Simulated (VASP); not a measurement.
# Ru (P6_3/mmc) in VASP: further runs, part 2 of 2

VASP 6.6.1. The steps go on from the part before.

### Step 4. Single point, PBEsol (grid = ENCUT=520 dk=0.35 cell=3x3x2 ISMEAR=1 SIGMA=0.1 LREAL=Auto EDIFF=1e-06)

The input, INCAR:

```
SYSTEM = Ru
  PREC = Accurate
  ENCUT = 520
  EDIFF = 1E-6
  ISMEAR = 1
  SIGMA = 0.1
  LREAL = Auto
  LASPH = .True.
  NELM = 120
  ALGO = Fast
  ISIF = 2
  LWAVE = .False.
  LCHARG = .False.
  GGA = PS
  NBANDS = 288
  NCORE = 1
  KPAR = 2
```

The input, KPOINTS:

```
regular mesh
0
Gamma
  3 3 3
  0 0 0
```

The input, POSCAR:

```
Ru
1.0
    8.1174000000      0.0000000000      0.0000000000
   -4.0587000000      7.0298746128      0.0000000000
    0.0000000000      0.0000000000      8.5638000000
Ru
36
Direct
    0.2222222222      0.1111111111      0.3750000000
    0.2222222222      0.1111111111      0.8750000000
    0.2222222222      0.4444444444      0.3750000000
    0.2222222222      0.4444444444      0.8750000000
    0.2222222222      0.7777777778      0.3750000000
    0.2222222222      0.7777777778      0.8750000000
    0.5555555556      0.1111111111      0.3750000000
    0.5555555556      0.1111111111      0.8750000000
    0.5555555556      0.4444444444      0.3750000000
    0.5555555556      0.4444444444      0.8750000000
    0.5555555556      0.7777777778      0.3750000000
    0.5555555556      0.7777777778      0.8750000000
    0.8888888889      0.1111111111      0.3750000000
    0.8888888889      0.1111111111      0.8750000000
    0.8888888889      0.4444444444      0.3750000000
    0.8888888889      0.4444444444      0.8750000000
    0.8888888889      0.7777777778      0.3750000000
    0.8888888889      0.7777777778      0.8750000000
    0.1111111111      0.2222222222      0.1250000000
    0.1111111111      0.2222222222      0.6250000000
    0.1111111111      0.5555555556      0.1250000000
    0.1111111111      0.5555555556      0.6250000000
    0.1111111111      0.8888888889      0.1250000000
    0.1111111111      0.8888888889      0.6250000000
    0.4444444444      0.2222222222      0.1250000000
    0.4444444444      0.2222222222      0.6250000000
    0.4444444444      0.5555555556      0.1250000000
    0.4444444444      0.5555555556      0.6250000000
    0.4444444444      0.8888888889      0.1250000000
    0.4444444444      0.8888888889      0.6250000000
    0.7777777778      0.2222222222      0.1250000000
    0.7777777778      0.2222222222      0.6250000000
    0.7777777778      0.5555555556      0.1250000000
    0.7777777778      0.5555555556      0.6250000000
    0.7777777778      0.8888888889      0.1250000000
    0.7777777778      0.8888888889      0.6250000000
```

Potentials or basis: VASP PAW PBE potentials, release 64 (Ru_pv).

Run with:

```console
$ cat potpaw_PBE.64/Ru_pv/POTCAR > POTCAR
$ mpirun -np 4 vasp_std > vasp.out
```

OUTCAR:

```text
SYSTEM = Ru
   PREC = Accurate
   ENCUT = 520
   EDIFF = 1E-6
   ISMEAR = 1
   LREAL = Auto
   LASPH = .True.
   NELM = 120
   ISIF = 2
   GGA = PS

 Found      6 irreducible k-points:

 Following reciprocal coordinates:
            Coordinates               Weight
  0.000000  0.000000  0.000000      1.000000
  0.333333  0.000000  0.000000      6.000000
  0.333333  0.333333  0.000000      2.000000
  0.000000  0.000000  0.333333      2.000000
  0.333333  0.000000  0.333333     12.000000
  0.333333  0.333333  0.333333      4.000000
   k-points           NKPTS =      6   k-points in BZ     NKDIM =      6   number of bands    NBANDS=    288
   number of dos      NEDOS =    301   number of ions     NIONS =     36
   total plane-waves  NPLWV = 230400
   dimension x,y,z NGX =    60 NGY =   60 NGZ =   64
   dimension x,y,z NGXF=   120 NGYF=  120 NGZF=  128
   ions per type =              36
   NGX,Y,Z   is equivalent  to a cutoff of  12.29, 12.29, 12.42 a.u.
   NGXF,Y,Z  is equivalent  to a cutoff of  24.58, 24.58, 24.85 a.u.
 SYSTEM =  Ru
   PREC   = accura    normal or accurate (medium, high low for compatibility)
   ISTART =      0    job   : 0-new  1-cont  2-samecut
   ICHARG =      2    charge: 1-file 2-atom 10-const
   ISPIN  =      1    spin polarized calculation?
   LNONCOLLINEAR =      F non collinear calculations
   LSORBIT =      F    spin-orbit coupling
   LASPH  =      T    aspherical Exc in radial PAW
   ENCUT  =  520.0 eV  38.22 Ry    6.18 a.u.  15.09 15.09 15.92*2*pi/ulx,y,z
   NELM   =    120;   NELMIN=  2; NELMDL= -5     # of ELM steps
   EDIFF  = 0.1E-05   stopping-criterion for ELM
   LREAL  =      T    real-space projection
   EDIFFG = 0.1E-04   stopping-criterion for IOM
   NSW    =      0    number of steps for IOM
   IBRION =     -1    ionic relax: 0-MD 1-quasi-New 2-CG
   NFREE  =      0    steps in history (QN), initial steepest desc. (CG)
   ISIF   =      2    stress and relaxation
   ISYM   =      2    0-nonsym 1-usesym 2-fastsym
   POTIM  = 0.5000    time-step for ionic-motion
   TEBEG  =    0.0;   TEEND  =   0.0 temperature during run
   PSTRESS=    0.0 pullay stress
   NELECT =     504.0000    total number of electrons
   NUPDOWN=      -1.0000    fix difference up-down
   EMIN   =  10.00;   EMAX   =-10.00  energy-range for DOS
   EFERMI =   0.00;   METHOD = LEGACY
   ISMEAR =     1;   SIGMA  =   0.10  broadening in eV -4-tet -1-fermi 0-gaus
   EFERMI_NEDOS =   21; number of points for ismear=-14 and -15
   IALGO  =     68    algorithm
   IMIX   =      4    mixing-type and parameters
     AMIX     =   0.40;   BMIX     =  1.00
     AMIX_MAG =   1.60;   BMIX_MAG =  1.00
  volume/ion in A,a.u.               =      13.57        91.61
  Fermi-wavevector in a.u.,A,eV,Ry     =   1.654022  3.125649 37.222674  2.735789
  Thomas-Fermi vector in A             =   2.742361
   LORBIT       =      0    0 simple, 1 ext, 2 COOP (PROOUT), +10 PAW based schemes
   GGA     = PS    functional components
   LHFCALC =     F    Hartree Fock is set to
   AEXX    =    0.0000 exact exchange contribution
   IVDW    =     0    specifies the selected vdW correction
   LEPSILON=     F    determine dielectric tensor
   LRPA    =     F    only Hartree local field effects (RPA)
 non-spin polarized calculation
 RMM-DIIS sequential band-by-band and
 Methfessel and Paxton  Order N= 1 SIGMA  =   0.10
  energy-cutoff  :      520.00
  volume of cell :      488.69
 maximum number of plane-waves:     13178
   NGX = 31   NGY = 31   NGZ = 31

 number of electron     504.0000151 magnetization

 Free energy of the ion-electron system (eV)
  ---------------------------------------------------
  ext. energy  EPLUGINS =         0.00000000
  ---------------------------------------------------
  free energy    TOTEN  =      -366.33487411 eV

  energy without entropy =     -366.35977828  energy(sigma->0) =     -366.34317550

 E-fermi :  12.7758     XC(G=0): -14.2822

 val. band max:       12.7734896856   @ k =   0.3333   0.3333   0.3333
 cond. band min:      12.8534100446   @ k =   0.3333   0.0000   0.3333
 fundamental gap:      0.0799203590
 Fermi energy:        12.7757886418

 k-point     1 :       0.0000    0.0000    0.0000
  band No.  band energies     occupation
      1     -30.8929      2.00000
      2     -30.6602      2.00000
      3     -30.6602      2.00000
      4     -30.6602      2.00000
      5     -30.6602      2.00000
      6     -30.6459      2.00000
[... 256 lines left out ...]
    263      13.3632     -0.00000
    264      13.3632     -0.00000

 k-point     2 :       0.3333    0.0000    0.0000
  band No.  band energies     occupation
      1     -30.8510      2.00000
      2     -30.7824      2.00000
      3     -30.7824      2.00000
      4     -30.7354      2.00000
      5     -30.7122      2.00000
      6     -30.7122      2.00000
[... 256 lines left out ...]
    263      13.4183     -0.00000
    264      13.5525     -0.00000

 k-point     3 :       0.3333    0.3333    0.0000
  band No.  band energies     occupation
      1     -30.7749      2.00000
      2     -30.7749      2.00000
      3     -30.7749      2.00000
      4     -30.7749      2.00000
      5     -30.7749      2.00000
      6     -30.7749      2.00000
[... 256 lines left out ...]
    263      13.8894     -0.00000
    264      13.8899     -0.00000

 k-point     4 :       0.0000    0.0000    0.3333
  band No.  band energies     occupation
      1     -30.8196      2.00000
      2     -30.6939      2.00000
      3     -30.6939      2.00000
      4     -30.6939      2.00000
      5     -30.6939      2.00000
      6     -30.6939      2.00000
[... 256 lines left out ...]
    263      13.2337     -0.00000
    264      13.2338     -0.00000

 k-point     5 :       0.3333    0.0000    0.3333
  band No.  band energies     occupation
      1     -30.8053      2.00000
      2     -30.7857      2.00000
      3     -30.7551      2.00000
      4     -30.7354      2.00000
      5     -30.7354      2.00000
      6     -30.7014      2.00000
[... 256 lines left out ...]
    263      13.2942     -0.00000
    264      13.2942     -0.00000

 k-point     6 :       0.3333    0.3333    0.3333
  band No.  band energies     occupation
      1     -30.7919      2.00000
      2     -30.7919      2.00000
      3     -30.7919      2.00000
      4     -30.7426      2.00000
      5     -30.7426      2.00000
      6     -30.7426      2.00000
[... 256 lines left out ...]
    263      13.5066     -0.00000
    264      13.5066     -0.00000
 [bands above 264 left out]

------------------------ aborting loop because EDIFF is reached ----------------------------------------

  FORCE on cell =-STRESS in cart. coord.  units (eV):
  Direction    XX          YY          ZZ          XY          YZ          ZX
  --------------------------------------------------------------------------------------
  -------------------------------------------------------------------------------------
  Total      -19.7505120    -19.7505120    -21.4037282      0.0000000      0.0000000      0.0000000
  in kB      -64.7527025    -64.7527025    -70.1728261      0.0000000      0.0000000      0.0000000
  external PRESSURE =     -66.5594103 kB  Pullay stress =       0.0000000 kB

 VOLUME and BASIS-vectors are now :
 -----------------------------------------------------------------------------
  energy-cutoff  :      520.00
  volume of cell :      488.69
      direct lattice vectors                 reciprocal lattice vectors
     8.117400000  0.000000000  0.000000000     0.123192155  0.071125024  0.000000000
    -4.058700000  7.029874613  0.000000000     0.000000000  0.142250048  0.000000000
     0.000000000  0.000000000  8.563800000     0.000000000  0.000000000  0.116770592

 POSITION                                       TOTAL-FORCE (eV/Angst)
 -----------------------------------------------------------------------------------
      1.35290      0.78110      3.21143         0.000000     -0.000000      0.000000
      1.35290      0.78110      7.49333        -0.000000     -0.000000      0.000000
      0.00000      3.12439      3.21143        -0.000000      0.000000     -0.000000
      0.00000      3.12439      7.49333        -0.000000      0.000000     -0.000000
     -1.35290      5.46768      3.21143        -0.000000     -0.000000      0.000000
     -1.35290      5.46768      7.49333        -0.000000     -0.000000     -0.000000
[... 28 lines left out ...]
      2.70580      6.24878      1.07048         0.000000     -0.000000     -0.000000
      2.70580      6.24878      5.35238         0.000000     -0.000000      0.000000
 -----------------------------------------------------------------------------------
    total drift:                                0.000000     -0.000000      0.000000

  FREE ENERGIE OF THE ION-ELECTRON SYSTEM (eV)
  ---------------------------------------------------
  free  energy   TOTEN  =      -366.3348741086 eV

  energy  without entropy=     -366.3597782765  energy(sigma->0) =     -366.34317550
```

Run time: 5.4 min. Hardware: 4 MPI ranks of Intel Xeon 6975P-C (Granite Rapids), shared host; peak memory 0.55 GiB.

These settings aren't checked as converged: the numbers below hold their error.

What came out:

```
Free energy            : -366.3349 eV
Pressure               : -6.7 GPa
Band gap on the k mesh : none (metal or under the smearing width)
```

Caveat: the PAW data sets were made with another functional, which shifts forces and pressure a little.

### Step 5. Single point, PBEsol (grid = ENCUT=650 dk=0.27 cell=3x3x3 ISMEAR=1 SIGMA=0.1 LREAL=Auto EDIFF=1e-07)

The input, INCAR:

```
SYSTEM = Ru
PREC = Accurate
ENCUT = 650
EDIFF = 1E-7
ISMEAR = 1
SIGMA = 0.1
LREAL = Auto
LASPH = .TRUE.
NELM = 120
ALGO = Fast
ISIF = 2
LWAVE = .FALSE.
LCHARG = .FALSE.
GGA = PS
NBANDS = 424
NCORE = 1
KPAR = 2
```

The input, KPOINTS:

```
Automatic mesh
0
G
  4 4 2
  0 0 0
```

The input, POSCAR:

```
Ru
1.0
    8.1174000000      0.0000000000      0.0000000000
   -4.0587000000      7.0298746128      0.0000000000
    0.0000000000      0.0000000000     12.8457000000
Ru
53
Direct
    0.2222222222      0.1111111111      0.5833333333
    0.2222222222      0.1111111111      0.9166666667
    0.2222222222      0.4444444444      0.2500000000
    0.2222222222      0.4444444444      0.5833333333
    0.2222222222      0.4444444444      0.9166666667
    0.2222222222      0.7777777778      0.2500000000
    0.2222222222      0.7777777778      0.5833333333
    0.2222222222      0.7777777778      0.9166666667
    0.5555555556      0.1111111111      0.2500000000
    0.5555555556      0.1111111111      0.5833333333
    0.5555555556      0.1111111111      0.9166666667
    0.5555555556      0.4444444444      0.2500000000
    0.5555555556      0.4444444444      0.5833333333
    0.5555555556      0.4444444444      0.9166666667
    0.5555555556      0.7777777778      0.2500000000
    0.5555555556      0.7777777778      0.5833333333
    0.5555555556      0.7777777778      0.9166666667
    0.8888888889      0.1111111111      0.2500000000
    0.8888888889      0.1111111111      0.5833333333
    0.8888888889      0.1111111111      0.9166666667
    0.8888888889      0.4444444444      0.2500000000
    0.8888888889      0.4444444444      0.5833333333
    0.8888888889      0.4444444444      0.9166666667
    0.8888888889      0.7777777778      0.2500000000
    0.8888888889      0.7777777778      0.5833333333
    0.8888888889      0.7777777778      0.9166666667
    0.1111111111      0.2222222222      0.0833333333
    0.1111111111      0.2222222222      0.4166666667
    0.1111111111      0.2222222222      0.7500000000
    0.1111111111      0.5555555556      0.0833333333
    0.1111111111      0.5555555556      0.4166666667
    0.1111111111      0.5555555556      0.7500000000
    0.1111111111      0.8888888889      0.0833333333
    0.1111111111      0.8888888889      0.4166666667
    0.1111111111      0.8888888889      0.7500000000
    0.4444444444      0.2222222222      0.0833333333
    0.4444444444      0.2222222222      0.4166666667
    0.4444444444      0.2222222222      0.7500000000
    0.4444444444      0.5555555556      0.0833333333
    0.4444444444      0.5555555556      0.4166666667
    0.4444444444      0.5555555556      0.7500000000
    0.4444444444      0.8888888889      0.0833333333
    0.4444444444      0.8888888889      0.4166666667
    0.4444444444      0.8888888889      0.7500000000
    0.7777777778      0.2222222222      0.0833333333
    0.7777777778      0.2222222222      0.4166666667
    0.7777777778      0.2222222222      0.7500000000
    0.7777777778      0.5555555556      0.0833333333
    0.7777777778      0.5555555556      0.4166666667
    0.7777777778      0.5555555556      0.7500000000
    0.7777777778      0.8888888889      0.0833333333
    0.7777777778      0.8888888889      0.4166666667
    0.7777777778      0.8888888889      0.7500000000
```

Run with:

```console
$ cat potpaw_PBE.64/Ru_pv/POTCAR > POTCAR
$ mpirun -np 4 vasp_std > vasp.out
```

Run time: 37 min. Hardware: 4 MPI ranks of AMD EPYC 9R45 (Zen 5), shared host; peak memory 1.4 GiB.

Results (log left out):

```
Free energy            : -535.6892 eV
Pressure               : -8.0 GPa
Largest force          : 0.405 eV/Å
Band gap on the k mesh : none (metal or under the smearing width)
```

Forces in eV/Å, atoms in the order of the input:
```
Ru   0.000  0.000 -0.158
Ru   0.000  0.000  0.158
Ru  -0.164  0.258  0.000
Ru  -0.034 -0.051 -0.061
Ru  -0.034 -0.051  0.061
Ru   0.141 -0.271  0.000
Ru  -0.061 -0.004 -0.061
Ru  -0.061 -0.004  0.061
Ru   0.305  0.013  0.000
Ru  -0.027  0.055 -0.061
Ru  -0.027  0.055  0.061
Ru   0.164  0.258  0.000
Ru   0.034 -0.051 -0.061
Ru   0.034 -0.051  0.061
Ru   0.000  0.000  0.000
Ru   0.000  0.000 -0.068
Ru   0.000  0.000  0.068
Ru  -0.305  0.013  0.000
Ru   0.027  0.055 -0.061
Ru   0.027  0.055  0.061
Ru   0.000  0.000  0.000
Ru   0.000  0.000 -0.097
Ru   0.000  0.000  0.097
Ru  -0.141 -0.271  0.000
Ru   0.061 -0.004 -0.061
Ru   0.061 -0.004  0.061
Ru   0.346 -0.199 -0.068
Ru   0.346 -0.199  0.068
Ru  -0.007  0.004  0.000
Ru  -0.004 -0.002 -0.033
Ru  -0.004 -0.002  0.033
Ru   0.033  0.019  0.000
Ru   0.000  0.399 -0.068
Ru   0.000  0.399  0.068
Ru   0.000 -0.008  0.000
Ru  -0.346 -0.199 -0.068
Ru  -0.346 -0.199  0.068
Ru   0.007  0.004  0.000
Ru   0.000 -0.099  0.087
Ru   0.000 -0.099 -0.087
Ru   0.000 -0.054  0.000
Ru  -0.086  0.050  0.087
Ru  -0.086  0.050 -0.087
Ru  -0.047  0.027  0.000
Ru   0.000  0.005 -0.033
Ru   0.000  0.005  0.033
Ru   0.000 -0.038  0.000
Ru   0.004 -0.002 -0.033
Ru   0.004 -0.002  0.033
Ru  -0.033  0.019  0.000
Ru   0.086  0.050  0.087
Ru   0.086  0.050 -0.087
Ru   0.047  0.027  0.000
```

Stress tensor (GPa, compression positive):
```
-8.09  0.00  0.00
 0.00 -8.09  0.00
 0.00  0.00 -7.89
```

Levels at points of the mesh, in eV from the Fermi level:
```
           k point  band 367  band 368  band 369  band 370  band 371  band 372  band 373  band 374  band 375  band 376
(0.00, 0.00, 0.00)     -0.15     -0.13     -0.03     -0.03      0.23      0.24      0.24      0.26      0.33      0.33
(0.50, 0.00, 0.00)     -0.21     -0.20     -0.19     -0.09     -0.05     -0.03     -0.01      0.09      0.10      0.11
(0.00, 0.00, 0.50)      0.30      0.32      0.34      0.34      0.35      0.38      0.40      0.41      0.41      0.41
(0.50, 0.00, 0.50)     -0.10     -0.03      0.16      0.18      0.23      0.24      0.32      0.34      0.42      0.49
```

Caveat: the PAW data sets were made with another functional, which shifts forces and pressure a little.

### Step 6. The reference run

An earlier run on the cell as given: functional PBE; potentials or basis VASP PAW PBE potentials, release 64 (Ru_pv); cutoff 520 eV; k mesh 11 × 11 × 6; occupations fermi-dirac, width 0.05 eV; no spin polarisation.

* Pressure: 4.5 GPa
* Band gap on the k mesh: none (metal or under the smearing width)
